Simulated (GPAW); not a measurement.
# CsI (Pm-3m) in GPAW: notebook

The runs below take CsI through single point, with PBE.

Everything below comes from runs of GPAW 26.7.0. Logs are shortened: lines on timing, memory, paths and dates and some standing lists are left out, and cuts for length are marked. The log counts tension as positive stress, the text compression.

## 1. Starting point

Symmetry: Pm-3m, No. 221, cubic system. The conventional cell has a = 4.567 Å, b = 4.567 Å, c = 4.567 Å, α = 90.00°, β = 90.00°, γ = 90.00°. Cs (site symmetry m-3m) has 8 I at 3.95 Å as nearest neighbours. I (site symmetry m-3m) has 8 Cs at 3.95 Å as nearest neighbours.

## 2. Single point, PBE

Input file run.py:

```python
from ase.dft.bandgap import bandgap
from ase.io import read, write
from ase.units import GPa
from gpaw import GPAW, PW

atoms = read('CsI.xyz')

calc = GPAW(mode=PW(600),
            xc='PBE',
            kpts={'size': (6, 6, 6), 'gamma': True},
            occupations={'name': 'methfessel-paxton', 'order': 0, 'width': 0.027000000000000003},
            nbands=16,
            convergence={'density': 1e-05, 'energy': 1e-05},
            maxiter=150,
            txt='gpaw.txt')
atoms.calc = calc
energy = atoms.get_potential_energy()
forces = atoms.get_forces()
stress = atoms.get_stress()
calc.write('gs.gpw')
write('result.traj', atoms)
print(f'Energy: {energy:.6f} eV')
print('Forces (eV/A):')
print(forces.round(4))
print('Stress (GPa):', (stress / GPa).round(3))
print('Fermi level:', round(calc.get_fermi_level(), 4), 'eV')
print(f'Gap: {bandgap(calc)[0]:.4f} eV, direct: {bandgap(calc, direct=True)[0]:.4f} eV')
```

Input file CsI.xyz:

```xyz
2
Lattice="4.5667000000 0.0000000000 0.0000000000 0.0000000000 4.5667000000 0.0000000000 0.0000000000 0.0000000000 4.5667000000" Properties=species:S:1:pos:R:3 pbc="T T T"
Cs     0.0000000000      0.0000000000      0.0000000000
I      2.2833500000      2.2833500000      2.2833500000
```

Potentials or basis: GPAW PAW data sets (gpaw-data 1.2.1), pw.

Run with:

```bash
$ OMP_NUM_THREADS=1 python run.py
```

gpaw.txt:

```text
__  _  _
 | _ |_)|_||  |
 |__||  | ||/\| - 26.7.0

Input parameters:
  mode=PW(ecut=600.0),
  convergence={'density': 1e-05, 'energy': 1e-05},
  kpts=MonkhorstPack(size=(6, 6, 6), gamma=True),
  maxiter=150,
  nbands=16,
  occupations=Occupations(name='methfessel-paxton', order=0, width=0.027000000000000003),
  xc=XC(name='PBE')

Diagonalizing LCAO Hamiltonian
Converting LCAO to pw mode
    .----------.
   /|          |
  / |          |
 *  |          |
 |  |   I      |
 |  |          |
 |  .----------.
 | /          /
 |/          /
 Cs---------*

Atoms  # Å, Bohr magnetons
|   | symbol |        x |        y |        z |    initial magnetic moments |
|---|--------|----------|----------|----------|-----------------------------|
| 0 |     Cs | 0.000000 | 0.000000 | 0.000000 | ( 0.0000,  0.0000,  0.0000) |
| 1 |      I | 2.283350 | 2.283350 | 2.283350 | ( 0.0000,  0.0000,  0.0000) |

Unit cell  # Å
| periodic |        x |        y |        z |  lengths |    angles |
|----------|----------|----------|----------|----------|-----------|
|      yes | 4.566700 | 0.000000 | 0.000000 | 4.566700 | 90.000000 |
|      yes | 0.000000 | 4.566700 | 0.000000 | 4.566700 | 90.000000 |
|      yes | 0.000000 | 0.000000 | 4.566700 | 4.566700 | 90.000000 |

Number of symmetries: 48
Symmetry operations  # r_c * U_cc + t_c -> r_c
|    | kind |            matrix            |
|----|------|------------------------------|
|  0 |  E   |  1, 0, 0,  0, 1, 0,  0, 0, 1 |
|  1 |  σ   |  1, 0, 0,  0, 1, 0,  0, 0,-1 |
|  2 |  σ   |  1, 0, 0,  0, 0, 1,  0, 1, 0 |
|  3 |  C4  |  1, 0, 0,  0, 0, 1,  0,-1, 0 |
|  4 |  C4  |  1, 0, 0,  0, 0,-1,  0, 1, 0 |
|  5 |  σ   |  1, 0, 0,  0, 0,-1,  0,-1, 0 |
|  6 |  σ   |  1, 0, 0,  0,-1, 0,  0, 0, 1 |
|  7 |  C2  |  1, 0, 0,  0,-1, 0,  0, 0,-1 |
|  8 |  σ   |  0, 1, 0,  1, 0, 0,  0, 0, 1 |
|  9 |  C2  |  0, 1, 0,  1, 0, 0,  0, 0,-1 |
| 10 |  C3  |  0, 1, 0,  0, 0, 1,  1, 0, 0 |
| 11 |  S6  |  0, 1, 0,  0, 0, 1, -1, 0, 0 |
| 12 |  S6  |  0, 1, 0,  0, 0,-1,  1, 0, 0 |
| 13 |  C3  |  0, 1, 0,  0, 0,-1, -1, 0, 0 |
| 14 |  C4  |  0, 1, 0, -1, 0, 0,  0, 0, 1 |
| 15 |  S4  |  0, 1, 0, -1, 0, 0,  0, 0,-1 |
| 16 |  C3  |  0, 0, 1,  1, 0, 0,  0, 1, 0 |
| 17 |  S6  |  0, 0, 1,  1, 0, 0,  0,-1, 0 |
| 18 |  σ   |  0, 0, 1,  0, 1, 0,  1, 0, 0 |
| 19 |  C4  |  0, 0, 1,  0, 1, 0, -1, 0, 0 |
| 20 |  C2  |  0, 0, 1,  0,-1, 0,  1, 0, 0 |
| 21 |  S4  |  0, 0, 1,  0,-1, 0, -1, 0, 0 |
| 22 |  S6  |  0, 0, 1, -1, 0, 0,  0, 1, 0 |
| 23 |  C3  |  0, 0, 1, -1, 0, 0,  0,-1, 0 |
| 24 |  S6  |  0, 0,-1,  1, 0, 0,  0, 1, 0 |
| 25 |  C3  |  0, 0,-1,  1, 0, 0,  0,-1, 0 |
| 26 |  C4  |  0, 0,-1,  0, 1, 0,  1, 0, 0 |
| 27 |  σ   |  0, 0,-1,  0, 1, 0, -1, 0, 0 |
| 28 |  S4  |  0, 0,-1,  0,-1, 0,  1, 0, 0 |
| 29 |  C2  |  0, 0,-1,  0,-1, 0, -1, 0, 0 |
| 30 |  C3  |  0, 0,-1, -1, 0, 0,  0, 1, 0 |
| 31 |  S6  |  0, 0,-1, -1, 0, 0,  0,-1, 0 |
| 32 |  C4  |  0,-1, 0,  1, 0, 0,  0, 0, 1 |
| 33 |  S4  |  0,-1, 0,  1, 0, 0,  0, 0,-1 |
| 34 |  S6  |  0,-1, 0,  0, 0, 1,  1, 0, 0 |
| 35 |  C3  |  0,-1, 0,  0, 0, 1, -1, 0, 0 |
| 36 |  C3  |  0,-1, 0,  0, 0,-1,  1, 0, 0 |
| 37 |  S6  |  0,-1, 0,  0, 0,-1, -1, 0, 0 |
| 38 |  σ   |  0,-1, 0, -1, 0, 0,  0, 0, 1 |
| 39 |  C2  |  0,-1, 0, -1, 0, 0,  0, 0,-1 |
| 40 |  σ   | -1, 0, 0,  0, 1, 0,  0, 0, 1 |
| 41 |  C2  | -1, 0, 0,  0, 1, 0,  0, 0,-1 |
| 42 |  C2  | -1, 0, 0,  0, 0, 1,  0, 1, 0 |
| 43 |  S4  | -1, 0, 0,  0, 0, 1,  0,-1, 0 |
| 44 |  S4  | -1, 0, 0,  0, 0,-1,  0, 1, 0 |
| 45 |  C2  | -1, 0, 0,  0, 0,-1,  0,-1, 0 |
| 46 |  C2  | -1, 0, 0,  0,-1, 0,  0, 0, 1 |
| 47 |  i   | -1, 0, 0,  0,-1, 0,  0, 0,-1 |

BZ-sampling:
  Number of BZ points: 216
  Number of IBZ points: 20

  Monkhorst-Pack size: [6, 6, 6]
  Monkhorst-Pack shift: [0.08333333333333333, 0.08333333333333333, 0.08333333333333333]

K-points  # in reciprocal-cell coordinates
|     |                                coordinates |     weight |
|-----|--------------------------------------------|------------|
|   0 | (  0.00000000,   0.00000000,   0.00000000) | 0.00462963 |
|   1 | (  0.16666667,   0.00000000,   0.00000000) | 0.02777778 |
|   2 | (  0.16666667,   0.16666667,   0.00000000) | 0.05555556 |
|   3 | (  0.16666667,   0.16666667,   0.16666667) | 0.03703704 |
|   4 | (  0.33333333,   0.00000000,   0.00000000) | 0.02777778 |
|   5 | (  0.33333333,   0.16666667,   0.00000000) | 0.11111111 |
|   6 | (  0.33333333,   0.16666667,   0.16666667) | 0.11111111 |
|   7 | (  0.33333333,   0.33333333,   0.00000000) | 0.05555556 |
|   8 | (  0.33333333,   0.33333333,   0.16666667) | 0.11111111 |
|   9 | (  0.33333333,   0.33333333,   0.33333333) | 0.03703704 |
| ... |                                            |            |
|  19 | (  0.50000000,   0.50000000,   0.50000000) | 0.00462963 |

Plane wave coefficients: 3191
Cutoff: 600.0 eV

Spin-components: 1 (collinear spins)
Bands:           16
Projectors:      10
Spin-degeneracy: 2
Datatype:        complex128

Parallelization:
  kpt:    1
  domain: 1
  band:   1

Density:
  Valence electrons: 16.0
  Components: 1
  Grid points: [27 27 27]
  Charge: 0.0  # |e|

Potential:
  Grid points: [27 27 27]

species:
  Cs:
    name:    Caesium
    Z:       55.0
    valence: 9
    core:    46
    charge:  0.0  # [|e|]
    compensation charges:
      type: gauss
      rc: 0.33  # [Å]
      lmax: 2
    cutoffs:
      filter: 2.06  # [Å]
      core: 2.51  # [Å]
    projectors
    | kind |    occ | energy [eV] | rcut [Å] |
    |------|--------|-------------|----------|
    |   5s |  2.000 |     -26.706 |    1.164 |
    |   6s |  1.000 |      -2.085 |    1.164 |
    |   5p |  6.000 |     -13.523 |    1.058 |
    |    p |        |      13.688 |    1.058 |
    |    d |        |       0.000 |    1.058 |

    Using partial waves for Cs as LCAO basis

  I:
    name:    Iodine
    Z:       53.0
    valence: 7
    core:    46
    charge:  0.0  # [|e|]
    compensation charges:
      type: gauss
      rc: 0.37  # [Å]
      lmax: 2
    cutoffs:
      filter: 2.06  # [Å]
      core: 2.90  # [Å]
    projectors
    | kind |    occ | energy [eV] | rcut [Å] |
    |------|--------|-------------|----------|
    |   5s |  2.000 |     -17.382 |    1.164 |
    |   5p |  5.000 |      -7.088 |    1.164 |
    |    s |        |       9.829 |    1.164 |
    |    p |        |      20.123 |    1.164 |
    |    d |        |       0.000 |    1.164 |

    Using partial waves for I as LCAO basis

Reference energy: -405340.872152  # eV

eigensolver:
  PPCG
  Converge bands: occupied
  niter=2

density mixing:
  MSR1-Mixer
  Pratt-step length: 0.05
  Maximum mixing coefficient: 0.75
  Old densities: 10
  SVD Regularization: 0.005
  Good broyden scale: 1.0
  Trust region scale: 1.0
  Backstep threshold: 4.0
  History deletion threshold: 6.0
  Fourier metric: weight=20.0, sigma=0.015

occupation numbers:
  Methfessel-Paxton:
    width: 0.0270  # eV
    order: 0

poisson solver:
  ecut: 4800.0  # eV

xc functional:
  name: PBE with 2 nearest neighbor stencil

convergence criteria:
- Maximum integral of absolute [dens]ity change: 1e-05 electrons / valence electron
- Maximum [total energy] change in last 3 cyles: 1e-05 eV / valence electron
- Maximum integral of absolute [eigenst]ate change: 4e-08 eV^2 / valence electron
maximum number of iterations: 150

SCF iterations
|iter     | |      energy | eigst |  dens |
|---------|-|-------------|-------|-------|
|iter:   1| |   -5.634355 | -1.02 |       |
|iter:   2| |   -5.593470 | -3.03 | -1.28 |
|iter:   3| |   -5.395460 | -2.27 | -1.31 |
|iter:   4| |   -5.394559 | -3.77 | -1.80 |
|iter:   5| |   -5.395082 | -4.46 | -2.23 |
|iter:   6| |   -5.395156 | -5.39 | -2.94 |
|iter:   7| |   -5.395163c| -6.54 | -3.50 |
|iter:   8| |   -5.395163c| -7.82c| -4.28 |
|iter:   9| |   -5.395163c| -8.05c| -5.11c|

Converged in 9 steps
Energy contributions relative to reference atoms: (reference = -405340.872152)

Energy contributions:
  Kinetic:           8.643030
  Coulomb:          -7.940748
  Zero:             -0.050592
  External:          0.000000
  Xc:               -6.046853
  Entropy:           0.000000
  Spinorbit:         0.000000
  ----------------------------
  Free energy:      -5.395163
  Extrapolated:     -5.395163

dipole moment: (-25.683960, -25.683960, -25.683960)  # |e|*Ang

Fermi level: 4.262
Eigenvalues  # (at kpt = [0.000, 0.000, 0.000])
| band index |      eig [eV] | occ [0-2] |
|------------|---------------|-----------|
|          0 |       -17.770 |     2.000 |
|          1 |        -8.039 |     2.000 |
|          2 |        -4.500 |     2.000 |
|          3 |        -4.500 |     2.000 |
|          4 |        -4.500 |     2.000 |
|          5 |         2.504 |     2.000 |
[... 8 lines left out ...]
|         14 |        12.836 |     0.000 |
|         15 |        12.836 |     0.000 |

Gap: 3.893 eV
Transition (v -> c):
  (s=0, k=16, n=7, [0.50, 0.50, 0.00]) -> (s=0, k=0, n=8, [0.00, 0.00, 0.00])
Direct/indirect transitions are different
Direct gap: 3.981 eV
Transition at: (s=0, k=0, n=7, [0.00, 0.00, 0.00])

Forces  # eV/Ang
|        x |       y |        z |
|----------|---------|----------|
|  0.00000 | 0.00000 |  0.00000 |  # Cs   0
| -0.00000 | 0.00000 | -0.00000 |  # I    1

Stress tensor  # eV/Ang^3
|         x |         y |         z |
|-----------|-----------|-----------|
| -0.004926 |  0.000000 |  0.000000 |
|  0.000000 | -0.004926 |  0.000000 |
|  0.000000 |  0.000000 | -0.004926 |

# Writing to gs.gpw (mode='')
```

Run time: 16 s. Hardware: 1 thread of Arm Neoverse V1, shared host; peak memory 0.17 GiB.

What came out:

- Free energy: -5.3952 eV
- Pressure: 0.8 GPa
- Band gap on the k mesh: 3.89 eV, indirect (least direct gap 3.98 eV)

Caveat: spin-orbit coupling is left out, which moves the levels of the heavy elements. A k mesh can miss the band edges.

## 3. Single point, PBE

Edit run.py of step 2 so:

```diff
@@ -2,6 +2,7 @@
 from ase.io import read, write
-from ase.units import GPa
+from ase.units import Bohr, GPa
 from gpaw import GPAW, PW
+from gpaw.elf import elf_from_dft_calculation
 
-atoms = read('CsI.xyz')
+atoms = read('POSCAR')
 
@@ -10,3 +11,3 @@
             kpts={'size': (6, 6, 6), 'gamma': True},
-            occupations={'name': 'methfessel-paxton', 'order': 0, 'width': 0.027000000000000003},
+            occupations={'name': 'methfessel-paxton', 'order': 0, 'width': 0.028000000000000004},
             nbands=16,
@@ -27 +28,6 @@
 print(f'Gap: {bandgap(calc)[0]:.4f} eV, direct: {bandgap(calc, direct=True)[0]:.4f} eV')
+
+# fields on the real-space grid
+write('density.cube', atoms, data=calc.get_pseudo_density() * Bohr**3)
+write('potential.cube', atoms, data=calc.get_electrostatic_potential())
+write('elf.cube', atoms, data=elf_from_dft_calculation(calc).data)
```

Input file POSCAR:

```
CsI
1.0
    4.5667000000      0.0000000000      0.0000000000
    0.0000000000      4.5667000000      0.0000000000
    0.0000000000      0.0000000000      4.5667000000
Cs I
1 1
Direct
    0.0000000000      0.0000000000      0.0000000000
    0.5000000000      0.5000000000      0.5000000000
```

Potentials or basis: GPAW PAW data sets (gpaw-data 1.2.1), pw.

Run with:

```bash
$ OMP_NUM_THREADS=1 python run.py
```

It took 17 s on 1 thread of Arm Neoverse V1, shared host; peak memory 0.18 GiB.

The run converged. Its results:

```
Free energy            : -5.3952 eV
Pressure               : 0.8 GPa
Band gap on the k mesh : 3.89 eV, indirect (least direct gap 3.98 eV)
```

Levels at points of the mesh, in eV from the valence-band top:
```tsv
k point	band 5	band 6	band 7	band 8	band 9	band 10	band 11	band 12
(0.00, 0.00, 0.00)	-7.09	-0.09	-0.09	-0.09	3.89	4.19	4.19	7.78
(0.50, 0.00, 0.00)	-7.03	-1.56	-0.24	-0.24	5.22	6.50	6.74	6.82
(0.50, 0.50, 0.00)	-6.99	-0.86	-0.86	0.00	4.25	4.93	6.11	6.11
(0.50, 0.50, 0.50)	-7.34	-1.30	-1.30	-1.30	7.19	7.19	7.19	7.87
```

Caveat: spin-orbit coupling is left out, which moves the levels of the heavy elements. A k mesh can miss the band edges.
